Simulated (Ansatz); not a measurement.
CuO (C2/c)

These are results of Ansatz, DFT PBE+U, scalar-relativistic, plane waves, PAW, not measurements.

Settings: cutoff 420 eV, Γ-centred mesh 14×14×8 on the computed 4-atom cell, Gaussian smearing of 0.10 eV; U_eff Cu 4.00 eV on the d shells (Löwdin-orthogonalised atomic orbitals); collinear spin from starting moments -0.59 0.59 0 0 μB.

The structure is relaxed at this level of theory with its symmetry kept.

```cif
data_structure
_symmetry_space_group_name_H-M 'C2/c'
_symmetry_Int_Tables_number 15
_cell_length_a 4.1726
_cell_length_b 4.1434
_cell_length_c 5.2274
_cell_angle_alpha 90.000
_cell_angle_beta 90.158
_cell_angle_gamma 90.000
_cell_volume 90.37
loop_
_atom_site_label
_atom_site_type_symbol
_atom_site_symmetry_multiplicity
_atom_site_Wyckoff_symbol
_atom_site_fract_x
_atom_site_fract_y
_atom_site_fract_z
_atom_site_occupancy
Cu1 Cu 4 c 0.25000 0.75000 0.50000 1
O1 O 4 e 0.50000 0.50084 0.25000 1
```

Q: Density of states at the Fermi level?

A: 0.29 states/eV per cell.

Q: Löwdin character within 0.5 eV of the Fermi level?

A: O 2p 50 %, Cu 3d 43 %.

Q: Bader charges (e)?

A: Cu (2 in the cell) 1.02, O (2 in the cell) -1.02.

Q: Total moment?

A: 0.00 μB per cell.

Q: Site moments (μB; atoms counted from 1 over the whole cell)?

A: Cu (atom 1) -0.54, Cu (atom 2) 0.54.

The state reached may not be the lowest one.

Only this magnetic start was tried.

Cost: 1 run of about 4.9 core-minutes, on Intel Xeon Platinum 8488C (Sapphire Rapids) (shared hosts).